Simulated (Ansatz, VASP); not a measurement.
# Two plane-wave programs on Mg2Ge2N

```
Mg Ge N
1.0
     3.15635    0.00000    0.00000
    -1.57818    2.73348    0.00000
     0.00000    0.00000    8.47359
Mg Ge N
2 2 1
Cartesian
  1.5782 0.9112 7.3366
  0.0000 1.8223 1.1369
  0.0000 1.8223 5.7969
  1.5782 0.9112 2.6766
  0.0000 0.0000 0.0000
```

Change from the starting cell: species swapped into the Ta2CS2 type (P-3m1, No. 164).

Alike in both runs: task single point; functional PBE; k mesh 6 × 6 × 2; occupations gaussian, width 0.1 eV; no spin polarisation.

|  | VASP | Ansatz |
| --- | --- | --- |
| version | VASP 6.6.1 | Ansatz 0.2.0 |
| potentials or method | VASP PAW PBE potentials, release 64 (Mg, Ge_d, N) | scalar-relativistic, plane waves, PAW |
| plane-wave cutoff (eV) | 520 | 420 |
| valence electrons in the cell | 37 | 53 |

Ansatz gave:

```
gap on the k mesh at the Fermi level (eV)       : none
pressure (GPa)                                  : 20.9
largest component of the traceless stress (GPa) : 1.30
rms of the force components (eV/Å)              : 2.561
```

Task: Which values does VASP return?

Result: gap on the k mesh at the Fermi level (eV): none; pressure (GPa): 21.0; largest component of the traceless stress (GPa): 1.12; rms of the force components (eV/Å): 2.576.

Atom by atom the forces differ by 0.018 eV/Å (rms over components). A gap of «none» marks a metal or a gap that the smearing closes. The functional is the same, so the differences come from potentials, cutoffs and numerics. The two sets of potentials don't hold the same shells in valence.

Caveats: the k mesh is coarse (spacing up to 0.38 Å⁻¹), so the values aren't converged; so large a pressure means that the cell lies far from this level's equilibrium, or that cutoff or potentials fall short (VASP); forces of over 1 eV/Å show positions far from the minimum, so gaps and moduli don't describe the material at rest.
